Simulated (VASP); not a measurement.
# SnSe (Fm-3m) in VASP: notebook

Aim: see how the results for SnSe move with the level of theory and the settings. Levels: HSE06, PBE. Tasks: relaxation of cell and atoms.

Everything below comes from runs of VASP 6.6.1. Logs are shortened: lines on timing, memory, paths and dates and some standing lists are left out, and cuts for length are marked.

## (1) The crystal as given

The structure is cubic, space group Fm-3m (No. 225). The conventional cell has a = 5.952 Å, b = 5.952 Å, c = 5.952 Å, α = 90.00°, β = 90.00°, γ = 90.00°. Sn (site symmetry m-3m) has 6 Se at 2.98 Å as nearest neighbours. Around Se (site symmetry m-3m) lie 6 Sn at 2.98 Å.

Measurements of this composition are mostly on another form, of space group No. 62.

## (2) Relaxation of cell and atoms, HSE06

Input file POSCAR:

```
SnSe                                    
1.0
   -0.0000000000      2.9758393129      2.9758393129
    2.9758393129      0.0000000000      2.9758393129
    2.9758393129      2.9758393129     -0.0000000000
  Sn              Se            
     1     1
Direct
     0.0000000000000000    0.0000000000000000    0.0000000000000000
     0.5000000000000000    0.5000000000000000    0.5000000000000000
```

Input file INCAR.step1:

```
SYSTEM = SnSe
  ALGO = Normal
  EDIFF = 1E-5
  ENCUT = 520
  GGA = PE
  ISMEAR = 0
  KPAR = 4
  LASPH = .TRUE.
  LCHARG = .FALSE.
  LREAL = .FALSE.
  LWAVE = .TRUE.
  NELM = 80
  PREC = Accurate
  SIGMA = 0.03
```

Input file INCAR.step2:

```
SYSTEM = SnSe
  ALGO = Normal
  EDIFF = 1E-6
  EDIFFG = -0.01
  ENCUT = 520
  GGA = PE
  HFSCREEN = 0.2
  IBRION = 2
  ISIF = 3
  ISMEAR = 0
  ISTART = 1
  KPAR = 4
  LASPH = .TRUE.
  LCHARG = .FALSE.
  LHFCALC = .TRUE.
  LREAL = .FALSE.
  LWAVE = .FALSE.
  NELM = 80
  NSW = 25
  PREC = Accurate
  PRECFOCK = Fast
  SIGMA = 0.03
```

Input file KPOINTS:

```
k-points
0
G
  6 6 6
  0 0 0
```

Potentials or basis: VASP PAW PBE potentials, release 64 (Sn_d, Se).

Run with:

```bash
$ cat potpaw_PBE.64/Sn_d/POTCAR potpaw_PBE.64/Se/POTCAR > POTCAR
$ cp INCAR.step1 INCAR
$ mpirun -np 4 vasp_std > vasp.out
$ cp INCAR.step2 INCAR
$ mpirun -np 4 vasp_std > vasp.out
```

OUTCAR:

```text
SYSTEM = SnSe
   EDIFF = 1E-6
   EDIFFG = -0.01
   ENCUT = 520
   GGA = PE
   HFSCREEN = 0.2
   IBRION = 2
   ISIF = 3
   ISMEAR = 0
   ISTART = 1
   LASPH = .TRUE.
   LHFCALC = .TRUE.
   LREAL = .FALSE.
   NELM = 80
   NSW = 25
   PREC = Accurate
   PRECFOCK = Fast

 ion  position               nearest neighbor table
   1  0.000  0.000  0.000-   2 2.98   2 2.98   2 2.98   2 2.98   2 2.98   2 2.98
   2  0.500  0.500  0.500-   1 2.98   1 2.98   1 2.98   1 2.98   1 2.98   1 2.98

  LATTYP: Found a face centered cubic cell.
 ALAT       =     5.9516786258

  Lattice vectors:

 A1 = (   0.0000000000,   2.9758393129,   2.9758393129)
 A2 = (   2.9758393129,   0.0000000000,   2.9758393129)
 A3 = (   2.9758393129,   2.9758393129,   0.0000000000)

Analysis of symmetry for initial positions (statically):
=====================================================================
 Subroutine PRICEL returns:
 Original cell was already a primitive cell.

 Routine SETGRP: Setting up the symmetry group for a
 face centered cubic supercell.

 Subroutine GETGRP returns: Found 48 space group operations
 (whereof 48 operations were pure point group operations)
 out of a pool of 48 trial point group operations.

The static configuration has the point symmetry O_h .

Analysis of symmetry for dynamics (positions and initial velocities):
=====================================================================
 Subroutine PRICEL returns:
 Original cell was already a primitive cell.

 Routine SETGRP: Setting up the symmetry group for a
 face centered cubic supercell.

 Subroutine GETGRP returns: Found 48 space group operations
 (whereof 48 operations were pure point group operations)
 out of a pool of 48 trial point group operations.

The dynamic configuration has the point symmetry O_h .

 Subroutine INISYM returns: Found 48 space group operations
 (whereof 48 operations are pure point group operations),
 and found     1 'primitive' translations

----------------------------------------------------------------------------------------

                                     Primitive cell

  volume of cell :      52.7058

  direct lattice vectors                    reciprocal lattice vectors
     0.000000000  2.975839313  2.975839313    -0.168019825  0.168019825  0.168019825
     2.975839313  0.000000000  2.975839313     0.168019825 -0.168019825  0.168019825
     2.975839313  2.975839313  0.000000000     0.168019825  0.168019825 -0.168019825

  length of vectors
     4.208472316  4.208472316  4.208472316     0.291018873  0.291018873  0.291018873

  position of ions in fractional coordinates (direct lattice)
     0.000000000  0.000000000  0.000000000
     0.500000000  0.500000000  0.500000000

  ion indices of the primitive-cell ions
   primitive index   ion index
                 1           1
                 2           2

----------------------------------------------------------------------------------------

 KPOINTS: k-points

Automatic generation of k-mesh.
 Grid dimensions read from file:
 generate k-points for:    6    6    6

 Generating k-lattice:

  Cartesian coordinates                     Fractional coordinates (reciprocal lattice)
    -0.028003304  0.028003304  0.028003304     0.166666667  0.000000000  0.000000000
     0.028003304 -0.028003304  0.028003304     0.000000000  0.166666667  0.000000000
     0.028003304  0.028003304 -0.028003304     0.000000000  0.000000000  0.166666667

  Length of vectors
     0.048503146  0.048503146  0.048503146

  Shift w.r.t. Gamma in fractional coordinates (k-lattice)
     0.000000000  0.000000000  0.000000000

 Subroutine IBZKPT returns following result:
 ===========================================

 Found     16 irreducible k-points:

 Following reciprocal coordinates:
            Coordinates               Weight
  0.000000  0.000000  0.000000      1.000000
  0.166667  0.000000  0.000000      8.000000
  0.333333  0.000000  0.000000      8.000000
  0.500000  0.000000  0.000000      4.000000
  0.166667  0.166667  0.000000      6.000000
  0.333333  0.166667  0.000000     24.000000
[... 8 lines left out ...]
 -0.333333  0.333333  0.166667     24.000000
 -0.333333  0.500000  0.166667     12.000000
   k-points           NKPTS =     16   k-points in BZ     NKDIM =    216   number of bands    NBANDS=     14
   number of dos      NEDOS =    301   number of ions     NIONS =      2
   total plane-waves  NPLWV =  32768
   dimension x,y,z NGX =    32 NGY =   32 NGZ =   32
   dimension x,y,z NGXF=    64 NGYF=   64 NGZF=   64
   ions per type =               1   1
   NGX,Y,Z   is equivalent  to a cutoff of  12.64, 12.64, 12.64 a.u.
   NGXF,Y,Z  is equivalent  to a cutoff of  25.28, 25.28, 25.28 a.u.
 SYSTEM =  SnSe
   PREC   = accura    normal or accurate (medium, high low for compatibility)
   ISTART =      1    job   : 0-new  1-cont  2-samecut
   ICHARG =      0    charge: 1-file 2-atom 10-const
   ISPIN  =      1    spin polarized calculation?
   LNONCOLLINEAR =      F non collinear calculations
   LSORBIT =      F    spin-orbit coupling
   LASPH  =      T    aspherical Exc in radial PAW
   ENCUT  =  520.0 eV  38.22 Ry    6.18 a.u.   7.82  7.82  7.82*2*pi/ulx,y,z
   NELM   =     80;   NELMIN=  2; NELMDL=  0     # of ELM steps
   EDIFF  = 0.1E-05   stopping-criterion for ELM
   LREAL  =      F    real-space projection
   EDIFFG = -.1E-01   stopping-criterion for IOM
   NSW    =     25    number of steps for IOM
   IBRION =      2    ionic relax: 0-MD 1-quasi-New 2-CG
   NFREE  =      1    steps in history (QN), initial steepest desc. (CG)
   ISIF   =      3    stress and relaxation
   ISYM   =      3    0-nonsym 1-usesym 2-fastsym
   POTIM  = 0.5000    time-step for ionic-motion
   TEBEG  =    0.0;   TEEND  =   0.0 temperature during run
   PSTRESS=    0.0 pullay stress
   NELECT =      20.0000    total number of electrons
   NUPDOWN=      -1.0000    fix difference up-down
   EMIN   =  10.00;   EMAX   =-10.00  energy-range for DOS
   EFERMI =   0.00;   METHOD = LEGACY
   ISMEAR =     0;   SIGMA  =   0.03  broadening in eV -4-tet -1-fermi 0-gaus
   EFERMI_NEDOS =   21; number of points for ismear=-14 and -15
   IALGO  =     38    algorithm
   IMIX   =      1    mixing-type and parameters
     AMIX     =   0.40;   BMIX     =  1.00
     AMIX_MAG =   1.60;   BMIX_MAG =  1.00
  volume/ion in A,a.u.               =      26.35       177.84
  Fermi-wavevector in a.u.,A,eV,Ry     =   1.185219  2.239740 19.112711  1.404745
  Thomas-Fermi vector in A             =   2.321417
   LORBIT       =      0    0 simple, 1 ext, 2 COOP (PROOUT), +10 PAW based schemes
   GGA     = PE    functional components
   LHFCALC =     T    Hartree Fock is set to
   PRECFOCK=fast      Normal, Fast or Accurate (Low or Medium for compatibility)
   ENCUT4O =  -1.0   cutoff for four orbital integrals eV
   NKREDX  =     1    reduce k-point grid by
   NKREDY  =     1    reduce k-point grid by
   NKREDZ  =     1    reduce k-point grid by
   AEXX    =    0.2500 exact exchange contribution
   HFSCREEN=    0.2000 screening length (either q_TF or 0.3 A-1)
   HFSCREENC=   0.2000 screening length for correlation (either q_TF or 0.3 A-1)
   ENCUTFOCK=  -1.0 apply spherical cutoff to Coloumb kernel
   IVDW    =     0    specifies the selected vdW correction
   LEPSILON=     F    determine dielectric tensor
   LRPA    =     F    only Hartree local field effects (RPA)
 conjugate gradient relaxation of ions
 non-spin polarized calculation
 Gauss-broadening in eV      SIGMA  =   0.03
  energy-cutoff  :      520.00
  volume of cell :       52.71
 maximum number of plane-waves:      1435
  NGX = 18; NGY = 18; NGZ = 18

--------------------------------------- Ionic step        1  -------------------------------------------

 number of electron      20.0000007 magnetization

 Free energy of the ion-electron system (eV)
  ---------------------------------------------------
  ext. energy  EPLUGINS =         0.00000000
  ---------------------------------------------------
  free energy    TOTEN  =        -9.79850755 eV

  energy without entropy =       -9.79850755  energy(sigma->0) =       -9.79850755

------------------------ aborting loop because EDIFF is reached ----------------------------------------

  FORCE on cell =-STRESS in cart. coord.  units (eV):
  Direction    XX          YY          ZZ          XY          YZ          ZX
  --------------------------------------------------------------------------------------
  -------------------------------------------------------------------------------------
  Total        0.4000848      0.4000848      0.4000848      0.0000000      0.0000000      0.0000000
  in kB       12.1619765     12.1619765     12.1619765      0.0000000      0.0000000      0.0000000
  external PRESSURE =      12.1619765 kB  Pullay stress =       0.0000000 kB
[... 57 lines left out ...]
  energy  without entropy=       -9.8022587327  energy(sigma->0) =       -9.80225873

--------------------------------------- Ionic step        3  -------------------------------------------

 number of electron      20.0000007 magnetization

 Free energy of the ion-electron system (eV)
  ---------------------------------------------------
  ext. energy  EPLUGINS =         0.00000000
  ---------------------------------------------------
  free energy    TOTEN  =        -9.80274190 eV

  energy without entropy =       -9.80274190  energy(sigma->0) =       -9.80274190

 E-fermi :   5.9457     XC(G=0):  -8.0314

 val. band max:        5.8153086914   @ k =   0.5000   0.0000   0.0000
 cond. band min:       6.2658358290   @ k =   0.5000   0.0000   0.0000
 fundamental gap:      0.4505271376
 Fermi energy:         5.9457000662

 k-point     1 :       0.0000    0.0000    0.0000
  band No.  band energies     occupation
      1     -18.3725      2.00000
      2     -18.3725      2.00000
      3     -18.3665      2.00000
      4     -18.3665      2.00000
      5     -18.3665      2.00000
      6     -10.0038      2.00000
      7       0.1470      2.00000
      8       2.8919      2.00000
      9       2.8919      2.00000
     10       2.8919      2.00000
     11      10.6216      0.00000
     12      10.6216      0.00000
     13      10.6216      0.00000
     14      11.9428      0.00000
[... 282 lines left out ...]
  FREE ENERGIE OF THE ION-ELECTRON SYSTEM (eV)
  ---------------------------------------------------
  free  energy   TOTEN  =        -9.8027418969 eV

  energy  without entropy=       -9.8027418969  energy(sigma->0) =       -9.80274190

 reached required accuracy - stopping structural energy minimisation
```

Wall time 12 min (4 MPI ranks of Intel Xeon 6975P-C (Granite Rapids), shared host); peak memory 0.29 GiB.

Results:

```
Free energy                            : -9.8027 eV
Relaxed volume                         : 26.92 Å³/atom
Relaxed cell                           : a = 4.239 Å, b = 4.239 Å, c = 4.239 Å, α = 60.00°, β = 60.00°, γ = 60.00°
Space group after relaxing (to 0.05 Å) : Fm-3m (No. 225)
Energy gained by relaxing              : 2.1 meV/atom
Ionic steps                            : 3
Pressure after relaxing                : 0.0 GPa
Band gap on the k mesh                 : 0.45 eV, direct
```

The path:
```
step  energy change (eV)  largest force (eV/Å)  pressure (GPa)  volume (Å³)
   1              0.0000                0.0000            1.22        52.71
   2             -0.0038                0.0000           -0.39        54.25
   3             -0.0042                0.0000            0.02        53.85
```

Final structure:
```xyz
2
Lattice="0.0000 2.9971 2.9971 2.9971 0.0000 2.9971 2.9971 2.9971 0.0000" Properties=species:S:1:pos:R:3 pbc="T T T"
Sn    2.9971    2.9971    0.0000
Se    2.9971    2.9971    2.9971
```

Caveat: the PAW data sets were made with another functional, which shifts forces and pressure a little; spin-orbit coupling is left out, which moves the levels of the heavy elements. A k mesh can miss the band edges.

## (3) Relaxation of cell and atoms, PBE

This run uses another cell than the first one, of 27.27 Å³/atom, 1.035 times its volume.

Input file INCAR:

```
ALGO = Normal
EDIFF = 1E-6
EDIFFG = -0.01
ENCUT = 300
GGA = PE
IBRION = 2
ISIF = 3
ISMEAR = 0
LASPH = T
LCHARG = F
LREAL = F
LWAVE = F
NELM = 80
NSW = 90
PREC = Accurate
SIGMA = 0.03
```

Input file KPOINTS:

```
k-points
0
Gamma
  5 5 5
```

Input file POSCAR:

```
SnSe
1.0
    0.0000000000      3.0100000000      3.0100000000
    3.0100000000      0.0000000000      3.0100000000
    3.0100000000      3.0100000000      0.0000000000
Sn Se
1 1
Direct
    0.0000000000      0.0000000000      0.0000000000
    0.5000000000      0.5000000000      0.5000000000
```

Potentials or basis: VASP PAW PBE potentials, release 64 (Sn, Se).

Run with:

```bash
$ cat potpaw_PBE.64/Sn/POTCAR potpaw_PBE.64/Se/POTCAR > POTCAR
$ mpirun -np 1 vasp_std > vasp.out
```

Wall time 12 s (1 thread of AMD EPYC 7R43 (Zen 3), shared host); peak memory 0.1 GiB.

It converged, with:

* Free energy: -8.2512 eV
* Relaxed volume: 27.58 Å³/atom
* Relaxed cell: a = 4.273 Å, b = 4.273 Å, c = 4.273 Å, α = 60.00°, β = 60.00°, γ = 60.00°
* Space group after relaxing (to 0.05 Å): Fm-3m (No. 225)
* Energy gained by relaxing: 0.5 meV/atom
* Ionic steps: 3
* Pressure after relaxing: 0.0 GPa

The path:
| step | energy change (eV) | largest force (eV/Å) | pressure (GPa) | volume (Å³) |
| --- | --- | --- | --- | --- |
| 1 | 0.0000 | 0.0000 | 0.58 | 54.54 |
| 2 | -0.0010 | 0.0000 | -0.15 | 55.32 |
| 3 | -0.0011 | 0.0000 | 0.01 | 55.15 |

Final structure:
```
Sn Se
1.0
     0.00000    3.02117    3.02117
     3.02117    0.00000    3.02117
     3.02117    3.02117    0.00000
Sn Se
1 1
Direct
  0.00000 0.00000 0.00000
  0.50000 0.50000 0.50000
```

Levels at points of the mesh, in eV from the Fermi level:
```
           k point  band 3  band 4  band 5  band 6  band 7  band 8
(0.00, 0.00, 0.00)   -2.16   -2.16   -2.16    4.27    4.27    4.27
```

Caveat: this odd mesh misses L, where the gap lies, so gap, dielectric constants and Born charges aren't listed.

## (4) Relaxation of cell and atoms, PBE

This run uses another cell than the first one, of 27.58 Å³/atom, 1.046 times its volume.

Changes to INCAR since step 3:

```diff
@@ -1,4 +1,4 @@
 ALGO = Normal
-EDIFF = 1E-6
-EDIFFG = -0.01
+EDIFF = 1E-7
+EDIFFG = -0.005
 ENCUT = 300
```

KPOINTS is that of step 3.

Input file POSCAR:

```
SnSe                                    
1.0
    0.0000000000      3.0211741375      3.0211741375
    3.0211741375     -0.0000000000      3.0211741375
    3.0211741375      3.0211741375      0.0000000000
  Sn              Se            
     1     1
Direct
     0.0000000000000000    0.0000000000000000    0.0000000000000000
     0.5000000000000000    0.5000000000000000    0.5000000000000000
```

Run with:

```bash
$ cat potpaw_PBE.64/Sn/POTCAR potpaw_PBE.64/Se/POTCAR > POTCAR
$ mpirun -np 1 vasp_std > vasp.out
```

It took 6.6 s on 1 thread of AMD EPYC 7R43 (Zen 3), shared host; peak memory 0.09 GiB.

Results (log left out):

| Property | Result |
| --- | --- |
| Free energy | -8.2512 eV |
| Pressure after relaxing | 0.0 GPa |

Final structure:
```
Sn Se
1.0
     0.00000    3.02117    3.02117
     3.02117    0.00000    3.02117
     3.02117    3.02117    0.00000
Sn Se
1 1
Direct
  0.00000 0.00000 0.00000
  0.50000 0.50000 0.50000
```

Levels at points of the mesh, in eV from the Fermi level:
```
           k point  band 3  band 4  band 5  band 6  band 7  band 8
(0.00, 0.00, 0.00)   -2.16   -2.16   -2.16    4.27    4.27    4.27
```

Caveat: the relaxation stopped at its first step, so nothing moved; this odd mesh misses L, where the gap lies, so gap, dielectric constants and Born charges aren't listed.
